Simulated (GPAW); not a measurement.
# LiCl (Fm-3m) in GPAW: single point with PBE

Aim: the single point of LiCl with PBE.

All numbers are computed with GPAW 26.7.0; they aren't measurements. Logs are shortened: lines on timing, memory, paths and dates and some standing lists are left out, and cuts for length are marked. The log counts tension as positive stress, the text compression.

## (1) The cell of the first run

It takes space group Fm-3m (No. 225, cubic). Conventional cell: a = 5.130 Å, b = 5.130 Å, c = 5.130 Å, α = 90.00°, β = 90.00°, γ = 90.00°. Cl (site symmetry m-3m) is surrounded by 6 Li at 2.56 Å. Li (site symmetry m-3m) has 6 Cl at 2.56 Å as nearest neighbours.

## (2) Single point, PBE (the cell as VASP's run set it)

run.py reads:

```python
from ase.dft.bandgap import bandgap
from ase.io import read, write
from ase.units import GPa
from gpaw import GPAW, PW

atoms = read('POSCAR')

calc = GPAW(mode=PW(800),
            xc='PBE',
            kpts={'size': (9, 9, 9), 'gamma': True},
            occupations={'name': 'methfessel-paxton', 'order': 0, 'width': 0.02},
            nbands=11,
            convergence={'density': 1e-05, 'energy': 1e-05},
            maxiter=150,
            txt='gpaw.txt')
atoms.calc = calc
energy = atoms.get_potential_energy()
forces = atoms.get_forces()
stress = atoms.get_stress()
calc.write('gs.gpw')
write('result.traj', atoms)
print(f'Energy: {energy:.6f} eV')
print('Forces (eV/A):')
print(forces.round(4))
print('Stress (GPa):', (stress / GPa).round(3))
print('Fermi level:', round(calc.get_fermi_level(), 4), 'eV')
print(f'Gap: {bandgap(calc)[0]:.4f} eV, direct: {bandgap(calc, direct=True)[0]:.4f} eV')
```

POSCAR reads:

```
LiCl
1.0
    3.6271325200      0.0000000000      0.0000000000
    1.8135662600      3.1411889052      0.0000000000
    1.8135662600      1.0470629684      2.9615413012
Cl Li
1 1
Direct
    0.5000000000      0.5000000000      0.5000000000
    0.0000000000      0.0000000000      0.0000000000
```

Potentials or basis: GPAW PAW data sets (gpaw-data 1.2.1), pw.

The run is started by

```sh
$ OMP_NUM_THREADS=1 python run.py
```

gpaw.txt:

```text
__  _  _
 | _ |_)|_||  |
 |__||  | ||/\| - 26.7.0

Input parameters:
  mode=PW(ecut=800.0),
  convergence={'density': 1e-05, 'energy': 1e-05},
  kpts=MonkhorstPack(size=(9, 9, 9), gamma=True),
  maxiter=150,
  nbands=11,
  occupations=Occupations(name='methfessel-paxton', order=0, width=0.02),
  xc=XC(name='PBE')

Diagonalizing LCAO Hamiltonian
Converting LCAO to pw mode

                  Cl

       Li

Atoms  # Å, Bohr magnetons
|   | symbol |        x |        y |        z |    initial magnetic moments |
|---|--------|----------|----------|----------|-----------------------------|
| 0 |     Cl | 3.627133 | 2.094126 | 1.480771 | ( 0.0000,  0.0000,  0.0000) |
| 1 |     Li | 0.000000 | 0.000000 | 0.000000 | ( 0.0000,  0.0000,  0.0000) |

Unit cell  # Å
| periodic |        x |        y |        z |  lengths |    angles |
|----------|----------|----------|----------|----------|-----------|
|      yes | 3.627133 | 0.000000 | 0.000000 | 3.627133 | 60.000000 |
|      yes | 1.813566 | 3.141189 | 0.000000 | 3.627133 | 60.000000 |
|      yes | 1.813566 | 1.047063 | 2.961541 | 3.627133 | 60.000000 |

Number of symmetries: 48
Symmetry operations  # r_c * U_cc + t_c -> r_c
|    | kind |            matrix            |
|----|------|------------------------------|
|  0 |  σ   |  1, 0, 0,  1, 0,-1,  1,-1, 0 |
|  1 |  C2  |  1, 0, 0,  1,-1, 0,  1, 0,-1 |
|  2 |  E   |  1, 0, 0,  0, 1, 0,  0, 0, 1 |
|  3 |  σ   |  1, 0, 0,  0, 0, 1,  0, 1, 0 |
|  4 |  C4  |  1, 0,-1,  1, 0, 0,  1,-1, 0 |
|  5 |  S6  |  1, 0,-1,  1,-1, 0,  1, 0, 0 |
|  6 |  σ   |  1, 0,-1,  0, 1,-1,  0, 0,-1 |
|  7 |  C3  |  1, 0,-1,  0, 0,-1,  0, 1,-1 |
|  8 |  S6  |  1,-1, 0,  1, 0, 0,  1, 0,-1 |
|  9 |  C4  |  1,-1, 0,  1, 0,-1,  1, 0, 0 |
| 10 |  C3  |  1,-1, 0,  0,-1, 1,  0,-1, 0 |
| 11 |  σ   |  1,-1, 0,  0,-1, 0,  0,-1, 1 |
| 12 |  σ   |  0, 1, 0,  1, 0, 0,  0, 0, 1 |
| 13 |  C4  |  0, 1, 0,  0, 1,-1, -1, 1, 0 |
| 14 |  C3  |  0, 1, 0,  0, 0, 1,  1, 0, 0 |
| 15 |  S6  |  0, 1, 0, -1, 1, 0,  0, 1,-1 |
| 16 |  C2  |  0, 1,-1,  1, 0,-1,  0, 0,-1 |
| 17 |  σ   |  0, 1,-1,  0, 1, 0, -1, 1, 0 |
| 18 |  S4  |  0, 1,-1,  0, 0,-1,  1, 0,-1 |
| 19 |  C4  |  0, 1,-1, -1, 1, 0,  0, 1, 0 |
| 20 |  C3  |  0, 0, 1,  1, 0, 0,  0, 1, 0 |
| 21 |  σ   |  0, 0, 1,  0, 1, 0,  1, 0, 0 |
| 22 |  S6  |  0, 0, 1,  0,-1, 1, -1, 0, 1 |
| 23 |  C4  |  0, 0, 1, -1, 0, 1,  0,-1, 1 |
| 24 |  S4  |  0, 0,-1,  1, 0,-1,  0, 1,-1 |
| 25 |  C3  |  0, 0,-1,  0, 1,-1,  1, 0,-1 |
| 26 |  C2  |  0, 0,-1,  0,-1, 0, -1, 0, 0 |
| 27 |  S6  |  0, 0,-1, -1, 0, 0,  0,-1, 0 |
| 28 |  S4  |  0,-1, 1,  1,-1, 0,  0,-1, 0 |
| 29 |  C4  |  0,-1, 1,  0, 0, 1, -1, 0, 1 |
| 30 |  C2  |  0,-1, 1,  0,-1, 0,  1,-1, 0 |
| 31 |  σ   |  0,-1, 1, -1, 0, 1,  0, 0, 1 |
| 32 |  C3  |  0,-1, 0,  1,-1, 0,  0,-1, 1 |
| 33 |  S6  |  0,-1, 0,  0, 0,-1, -1, 0, 0 |
| 34 |  S4  |  0,-1, 0,  0,-1, 1,  1,-1, 0 |
| 35 |  C2  |  0,-1, 0, -1, 0, 0,  0, 0,-1 |
| 36 |  C2  | -1, 1, 0,  0, 1, 0,  0, 1,-1 |
| 37 |  S6  | -1, 1, 0,  0, 1,-1,  0, 1, 0 |
| 38 |  S4  | -1, 1, 0, -1, 0, 1, -1, 0, 0 |
| 39 |  C3  | -1, 1, 0, -1, 0, 0, -1, 0, 1 |
| 40 |  S6  | -1, 0, 1,  0, 0, 1,  0,-1, 1 |
| 41 |  C2  | -1, 0, 1,  0,-1, 1,  0, 0, 1 |
| 42 |  C3  | -1, 0, 1, -1, 1, 0, -1, 0, 0 |
| 43 |  S4  | -1, 0, 1, -1, 0, 0, -1, 1, 0 |
| 44 |  C2  | -1, 0, 0,  0, 0,-1,  0,-1, 0 |
| 45 |  i   | -1, 0, 0,  0,-1, 0,  0, 0,-1 |
| 46 |  σ   | -1, 0, 0, -1, 1, 0, -1, 0, 1 |
| 47 |  C2  | -1, 0, 0, -1, 0, 1, -1, 1, 0 |

BZ-sampling:
  Number of BZ points: 729
  Number of IBZ points: 35

  Monkhorst-Pack size: [9, 9, 9]
  Monkhorst-Pack shift: [0, 0, 0]

K-points  # in reciprocal-cell coordinates
|     |                                coordinates |     weight |
|-----|--------------------------------------------|------------|
|   0 | (  0.00000000,   0.00000000,   0.00000000) | 0.00137174 |
|   1 | (  0.11111111,   0.11111111,   0.00000000) | 0.00823045 |
|   2 | (  0.11111111,   0.11111111,   0.11111111) | 0.01097394 |
|   3 | (  0.22222222,   0.11111111,   0.11111111) | 0.01646091 |
|   4 | (  0.22222222,   0.22222222,   0.00000000) | 0.00823045 |
|   5 | (  0.22222222,   0.22222222,   0.11111111) | 0.03292181 |
|   6 | (  0.22222222,   0.22222222,   0.22222222) | 0.01097394 |
|   7 | (  0.33333333,   0.22222222,   0.11111111) | 0.03292181 |
|   8 | (  0.33333333,   0.22222222,   0.22222222) | 0.03292181 |
|   9 | (  0.33333333,   0.33333333,  -0.33333333) | 0.01646091 |
| ... |                                            |            |
|  34 | (  0.44444444,   0.44444444,   0.44444444) | 0.01097394 |

Plane wave coefficients: 1759
Cutoff: 800.0 eV

Spin-components: 1 (collinear spins)
Bands:           11
Projectors:      8
Spin-degeneracy: 2
Datatype:        complex128

Parallelization:
  kpt:    1
  domain: 1
  band:   1

Density:
  Valence electrons: 8.0
  Components: 1
  Grid points: [24 24 24]
  Charge: 0.0  # |e|

Potential:
  Grid points: [24 24 24]

species:
  Cl:
    name:    Chlorine
    Z:       17.0
    valence: 7
    core:    10
    charge:  0.0  # [|e|]
    compensation charges:
      type: gauss
      rc: 0.25  # [Å]
      lmax: 2
    cutoffs:
      filter: 1.40  # [Å]
      core: 1.49  # [Å]
    projectors
    | kind |    occ | energy [eV] | rcut [Å] |
    |------|--------|-------------|----------|
    |   3s |  2.000 |     -20.689 |    0.794 |
    |   3p |  5.000 |      -8.594 |    0.794 |
    |    s |        |       6.523 |    0.794 |
    |    p |        |      18.617 |    0.794 |
    |    d |        |       0.000 |    0.794 |

    Using partial waves for Cl as LCAO basis

  Li:
    name:    Lithium
    Z:       3.0
    valence: 1
    core:    2
    charge:  0.0  # [|e|]
    compensation charges:
      type: gauss
      rc: 0.33  # [Å]
      lmax: 2
    cutoffs:
      filter: 1.91  # [Å]
      core: 2.55  # [Å]
    projectors
    | kind |    occ | energy [eV] | rcut [Å] |
    |------|--------|-------------|----------|
    |   2s |  1.000 |      -2.874 |    1.058 |
    |   2p |  0.000 |      -1.090 |    1.058 |
    |    s |        |      24.337 |    1.058 |

    Using partial waves for Li as LCAO basis

Reference energy: -12757.737216  # eV

eigensolver:
  PPCG
  Converge bands: occupied
  niter=2

density mixing:
  MSR1-Mixer
  Pratt-step length: 0.05
  Maximum mixing coefficient: 0.75
  Old densities: 10
  SVD Regularization: 0.005
  Good broyden scale: 1.0
  Trust region scale: 1.0
  Backstep threshold: 4.0
  History deletion threshold: 6.0
  Fourier metric: weight=20.0, sigma=0.015

occupation numbers:
  Methfessel-Paxton:
    width: 0.0200  # eV
    order: 0

poisson solver:
  ecut: 6400.0  # eV

xc functional:
  name: PBE with 2 nearest neighbor stencil

convergence criteria:
[... 6 lines left out ...]
|iter     | |      energy | eigst |  dens |
|---------|-|-------------|-------|-------|
|iter:   1| |   -7.345210 | -0.71 |       |
|iter:   2| |   -7.344622 | -2.70 | -1.29 |
|iter:   3| |   -7.349488 | -2.70 | -1.31 |
|iter:   4| |   -7.353027 | -3.96 | -1.85 |
|iter:   5| |   -7.353416 | -4.71 | -2.43 |
|iter:   6| |   -7.353427 | -5.82 | -3.24 |
|iter:   7| |   -7.353427c| -7.60c| -4.04 |
|iter:   8| |   -7.353427c| -8.16c| -5.10c|

Converged in 8 steps
Energy contributions relative to reference atoms: (reference = -12757.737216)

Energy contributions:
  Kinetic:           7.802789
  Coulomb:          -8.183670
  Zero:              0.072477
  External:          0.000000
  Xc:               -7.045023
  Entropy:           0.000000
  Spinorbit:         0.000000
  ----------------------------
  Free energy:      -7.353427
  Extrapolated:     -7.353427

dipole moment: (-4.177379, -2.411811, -1.705408)  # |e|*Ang

Fermi level: 3.608
Eigenvalues  # (at kpt = [0.000, 0.000, 0.000])
| band index |      eig [eV] | occ [0-2] |
|------------|---------------|-----------|
|          0 |       -12.656 |     2.000 |
|          1 |         0.748 |     2.000 |
|          2 |         0.748 |     2.000 |
|          3 |         0.748 |     2.000 |
|          4 |         7.068 |     0.000 |
|          5 |        12.570 |     0.000 |
|          6 |        12.570 |     0.000 |
|          7 |        12.571 |     0.000 |
|          8 |        15.311 |     0.000 |
|          9 |        15.311 |     0.000 |
|         10 |        15.311 |     0.000 |

Gap: 6.320 eV
Transition (v -> c):
  (s=0, k=0, n=3, [0.00, 0.00, 0.00]) -> (s=0, k=0, n=4, [0.00, 0.00, 0.00])
No difference between direct/indirect transitions

Forces  # eV/Ang
|        x |       y |       z |
|----------|---------|---------|
| -0.00000 | 0.00000 | 0.00000 |  # Cl   0
|  0.00000 | 0.00000 | 0.00000 |  # Li   1

Stress tensor  # eV/Ang^3
|         x |         y |         z |
|-----------|-----------|-----------|
| -0.003157 |  0.000000 | -0.000000 |
|  0.000000 | -0.003157 | -0.000000 |
| -0.000000 | -0.000000 | -0.003157 |

# Writing to gs.gpw (mode='')
```

It took 7.5 s on 1 thread of Intel Xeon Platinum 8559C (Emerald Rapids), shared host; peak memory 0.16 GiB.

Results:

```yaml
Free_energy: -7.3534 eV
Pressure: 0.5 GPa
Band_gap_on_the_k_mesh: 6.32 eV, direct
```

Levels at points of the mesh, in eV from the valence-band top:
```csv
k point,band 2,band 3,band 4,band 5,band 6,band 7
"(0.00, 0.00, 0.00)",0.00,0.00,0.00,6.32,11.82,11.82
```

Caveat: an odd mesh through Γ misses points on the zone boundary, where band edges often lie.
